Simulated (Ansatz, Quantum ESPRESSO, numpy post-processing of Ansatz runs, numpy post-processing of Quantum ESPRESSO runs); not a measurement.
# Gap deformation potential and bulk modulus of wurtzite ZnO with LDA, PBEsol, PBE and r2SCAN, and with two sets of potentials

In wurtzite ZnO each zinc atom has four oxygen neighbours. The top of the valence band is mainly O 2p with some Zn 3d mixed in, and the bottom of the conduction band is an antibonding state with much Zn 4s character. Strain changes the overlap of these orbitals and so moves the gap, which matters for strained films, heterostructures and optical devices. The question is whether this response and the stiffness depend on the level of theory as the gap itself does. The deformation potential is the change of the Kohn-Sham gap per unit of ln V, and the bulk modulus comes from stresses. Both are taken about the same measured lattice at every level, not about each functional's own equilibrium. Measured values follow further on.

## Method

ZnO (wurtzite), space group 186, 4 atoms in the cell, a known phase, held at the measured lattice of a database entry (primitive vectors 3.249, 3.249, 5.206 angstrom) for every row; the free atomic coordinates lie near their relaxed semilocal values and agree between rows within 0.006 of the cell vectors. Ansatz 0.2.0 with its PAW potentials unless a row names other potentials or Quantum ESPRESSO 7.5; plane waves, scalar-relativistic unless spin-orbit coupling is named, no spin polarisation, no Hubbard U. Self-consistent k mesh 9x9x6; band edges Gamma to Gamma. Deformation potentials and moduli are central differences over cells strained by plus and minus 0.005 to 0.01 about the held lattice, on a somewhat coarser k mesh, ions relaxed where the strain frees them.

Notes on method and selection:

- Semilocal Kohn-Sham gaps lie below measured gaps.
- The measured values listed with the last row belong to the crystal and so to every row.
- In the Ansatz runs the search for a lower neighbouring minimum or state was only a light one, so a lower one is not excluded.
- A blank cell means that the quantity is not defined for the row (degenerate or flat band, gap under 0.12 eV, no such level or valley in the search window, times from unlike processors), was not computed, or did not pass its check.
- Where several measured values are on file, those far from their median are set aside and one at low and one at room temperature are shown, bulk crystals with stated uncertainty first.
- Runs that did not converge, have known faults, used another set of PAW files or may not be shown are not listed.

Columns:

- band gap (eV): fundamental Kohn-Sham gap, conduction-band minimum minus valence-band maximum.
- residual pressure (GPa): pressure of the held cell at this level, positive where the level would expand the cell.
- gap deformation potential (eV): volume deformation potential of the fundamental gap, dE_gap/d(ln V) under uniform scaling of the cell with ions relaxed; negative means that the gap opens on compression.
- pressure coefficient (meV/GPa): pressure coefficient of the fundamental gap at the held lattice, cell shape relaxed.
- bulk modulus (GPa): bulk modulus from the stresses of the strained cells, ions relaxed.

## Numbers

| member | band gap (eV) | residual pressure (GPa) | gap deformation potential (eV) | pressure coefficient (meV/GPa) | bulk modulus (GPa) |
| --- | --- | --- | --- | --- | --- |
| PBEsol | 0.699 | −1.46 | −1.37 | 10.1 | 138.5 |
| LDA | 0.735 | −7.09 | −1.57 | 12.3 | 128.9 |
| PBEsol, PseudoDojo (Quantum ESPRESSO) | 0.763 | −1.41 | −1.54 | – | 143.0 |
| PBE + spin-orbit | 0.784 | 4.89 | −1.37 | 9.1 | 150.3 |
| LDA, PseudoDojo (Quantum ESPRESSO) | 0.793 | −6.99 | −1.74 | – | 134.0 |
| PBE | 0.804 | 4.90 | −1.42 | 9.5 | 150.4 |
| PBE, PseudoDojo (Quantum ESPRESSO) | 0.872 | 4.95 | −1.60 | – | 155.4 |
| r2SCAN | 1.233 | −1.13 | ? | ? | ? |

Cells marked ? are withheld until the estimate has been made.

## Mechanism

The gap opens on compression in all seven rows with a value. Shorter Zn–O bonds push the antibonding conduction state up. The repulsion between Zn 3d and O 2p also grows and raises the valence top, which offsets part of the opening. Semilocal functionals place the 3d states too high and so exaggerate this offset.

Among the three scalar-relativistic PAW rows with a value, the deformation potential runs from −1.37 eV (PBEsol) through −1.42 eV (PBE) to −1.57 eV (LDA), a range of 0.20 eV or about 14 % of the mean. The gaps of these rows also spread by about 14 %, and the bulk moduli by about 15 %. The large step in the gap comes only with r2SCAN, at 1.233 / 0.804 = 1.53 times the PBE value.

Changing potentials and code together matters nearly as much for the deformation potential as changing the functional. From PAW to PseudoDojo it shifts by −0.17 eV for PBEsol, −0.17 eV for LDA and −0.18 eV for PBE. The different frozen cores are a possible cause. The bulk modulus rises by only about 5 GPa, and the loose self-consistency threshold of the strained PAW cells may contribute to that.

The order of the bulk moduli reflects the common lattice. PBE would expand the cell and is therefore held compressed, which stiffens it; LDA is held stretched, which softens it. With a pressure derivative of roughly 4, the difference in residual pressure is worth 4 × (4.90 + 7.09) = 48 GPa, more than the 150.4 − 128.9 = 21.5 GPa found. At their own equilibrium volumes LDA would thus be the stiffer of the two.

The pressure coefficient combines both responses, being roughly the deformation potential divided by the bulk modulus with its sign reversed. From PBE to LDA it grows by a factor of 12.3 / 9.5 = 1.29, of which 1.57 / 1.42 = 1.11 comes from the deformation potential and 150.4 / 128.9 = 1.17 from the softer lattice.

## Blind estimate

Plain estimates from the members shown:

- r2SCAN, mean of the 7 members shown: −1.52 eV, standard deviation 0.13

The mean of all seven rows includes three with PseudoDojo potentials, whereas r2SCAN was run with PAW. A better start is the mean of PBEsol, LDA and PBE with PAW: −(1.37 + 1.57 + 1.42) / 3 = −1.45 eV. The spin-orbit row is left out because it would count PBE twice.

The larger r2SCAN gap argues for a stronger response. The mean gap of the same three rows is (0.699 + 0.735 + 0.804) / 3 = 0.746 eV, and the r2SCAN gap exceeds it by 1.233 − 0.746 = 0.487 eV. If this excess is treated as an exchange energy and the orbitals scale with the cell, it varies as an inverse length, that is as V^(−1/3). Its derivative with respect to ln V is then −0.487 / 3 = −0.16 eV, and the estimate becomes −1.45 − 0.16 = −1.61 eV.

Applied to each of the three PAW rows from the other two, the route misses by 0.10 eV for PBEsol, 0.18 eV for LDA and 0.08 eV for PBE, a root mean square of 0.13 eV. That is no better than the scatter about their mean, 0.10 eV, and the gaps of these rows lie too close together to test the scaling itself. The shift is therefore given an uncertainty as large as its own size, and the error bar is √(0.13² + 0.16²) = 0.21 eV, rounded to 0.2 eV.

**Committed estimate, r2SCAN: gap deformation potential = −1.6 ± 0.2 eV.**

## The withheld result

| member | band gap (eV) | residual pressure (GPa) | gap deformation potential (eV) | pressure coefficient (meV/GPa) | bulk modulus (GPa) |
| --- | --- | --- | --- | --- | --- |
| r2SCAN | 1.233 | −1.13 | −1.50 | 10.5 | 145.2 |

| member | estimate | gap deformation potential (eV) | computed | estimate − computed | miss in error bars |
| --- | --- | --- | --- | --- | --- |
| r2SCAN | committed | −1.60 | −1.50 | −0.10 | 0.5 |
| r2SCAN | mean | −1.52 | −1.50 | −0.02 |  |

The estimate of −1.6 eV lies 0.10 eV from the computed −1.50 eV, half an error bar. The plain mean of the seven rows, −1.52 eV, did better with a miss of 0.02 eV, and so did the mean of the three PAW rows from which the estimate started, −1.45 eV.

The choice of that starting point was sound; the shift added to it was too large. Scaling the extra gap as an inverse length called for −0.16 eV, while the computed value differs from the PAW mean by only −0.05 eV, which is within the scatter of those rows. Even the sign of the effect depends on the functional taken for comparison. Against PBE, r2SCAN has a gap larger by 1.233 − 0.804 = 0.429 eV and a response stronger by 0.08 eV; against LDA, the gap is larger by 1.233 − 0.735 = 0.498 eV and the response weaker by 0.07 eV. The r2SCAN row also has a higher plane-wave cutoff than the other PAW rows, and how much this contributes to differences of 0.07 or 0.08 eV was not tested. As computed, most of the gap that r2SCAN adds behaves as an offset that hardly changes with volume, and these rows give no reason to expect a larger deformation potential from a larger gap alone.

## Outliers

In the deformation potential, LDA with PseudoDojo lies farthest out, at −1.74 eV against a mean of about −1.5 eV for all eight rows. It combines two ordinary shifts. Starting from PBE with PAW, the change to LDA gives −1.57 + 1.42 = −0.15 eV and the change of potentials and code −0.18 eV, so that −1.42 − 0.15 − 0.18 = −1.75 eV. The PseudoDojo rows also have gaps larger by 0.06 to 0.07 eV. Slightly deeper Zn 3d states would explain both signs, since they push the valence top up less, but this is a conjecture. When I named the frozen cores as a possible cause of the shift between the two sets, I did not mention that other settings change too. The PseudoDojo rows have a much higher plane-wave cutoff than the PAW rows, and strains of 0.01 instead of 0.005. Norm-conserving potentials need a higher cutoff, so this does not by itself show that either set is poorly converged, but no row varies the cutoff alone. The shift of −0.17 to −0.18 eV thus belongs to the whole change of setup and cannot be assigned to the cores.

In the gap, r2SCAN stands 1.233 − 0.872 = 0.361 eV above the next row. Its dependence on the kinetic-energy density makes the potential act differently on different orbitals. The gap then includes part of the derivative discontinuity that LDA and PBE leave out, which usually makes it larger.

The spin-orbit row has a deformation potential weaker than that of plain PBE by 1.42 − 1.37 = 0.05 eV. Both rows use strains of plus and minus 0.005, so between the expanded and the compressed cell this is a gap difference of 0.05 × 6 × 0.005 = 0.0015 eV, or 1.5 meV. That is small but resolved: the two rows share the cutoff and the strains, and repeated calculations of the gap at the held lattice agree far more closely. Spin-orbit coupling narrows the gap by 0.804 − 0.784 = 0.020 eV at the held lattice, and the weaker response means that this narrowing grows on compression. A plausible cause is the Zn 3d admixture in the valence top, which acts on the spin-orbit splitting with the opposite sign to O 2p. If the 3d part prevails, a stronger admixture on compression lifts the valence top further. The 3d part was not isolated here.

## Experiment

| member | quantity | measured | computed | computed − measured | conditions | source |
| --- | --- | --- | --- | --- | --- | --- |
| r2SCAN | pressure coefficient (meV/GPa) | 24.7 | 10.5 | −14.2 (−57.5 %) | A gap (Gamma7c - Gamma7v+), hydrostatic pressure; Literature value from the paper's Ref. 60, hydrostatic pressure | [1] |

Sources:

[1] "Effects of strain on the valence band structure and exciton-polariton energies in ZnO" (2013, arXiv:1312.0529)

The measured pressure coefficient is 24.7 meV/GPa and r2SCAN gives 10.5, so the sign is right but the size is too small by a factor of 24.7 / 10.5 = 2.35. The other levels with a value fare much the same: LDA comes nearest with 12.3 meV/GPa and PBE with spin-orbit coupling is farthest off with 9.1. A single measured value for the crystal tests the size of the response, not the order of the functionals.

Stiffness is not the main cause. To reach the measured coefficient with the r2SCAN deformation potential, the bulk modulus would have to fall to about 145.2 × 10.5 / 24.7 = 62 GPa, far below every row. The error must lie mostly in the response of the band edges. Zn 3d states that lie too high have the right sign, because their repulsion with O 2p grows on compression and cancels too much of the opening; how much of the deficit this explains is open.

The measured number is quoted second-hand, and no temperature or sample is given with it. If it comes from an exciton line, the pressure dependence of the binding energy enters too, but that should be far smaller than the discrepancy.

## What to take away

Among the four functionals with PAW potentials, the largest gap is 1.233 / 0.699 = 1.76 times the smallest, but the largest deformation potential only 1.15 times the smallest. For another semilocal functional at this lattice, the mean of −1.5 eV is a reasonable first estimate. The scatter of about 0.13 eV around it includes the shift between the two setups, whose potentials, code, cutoff and strains all differ, but it is not a test of convergence with the cutoff. Bulk moduli span 128.9 to 155.4 GPa and should be compared only after allowing for the residual pressure.

For practical use, a hydrostatic compression of 1 % in volume takes about 1.45 GPa with the r2SCAN modulus. It opens the r2SCAN gap by 15 meV, whereas the measured coefficient gives 24.7 × 1.45 = 36 meV. Agreement among these functionals is thus no measure of their accuracy.

The omitted effect that outweighs the spread of the table is non-local exchange and correlation beyond the semilocal level. It would open the gap well beyond the r2SCAN value and, by lowering the Zn 3d states, should also strengthen the pressure response.
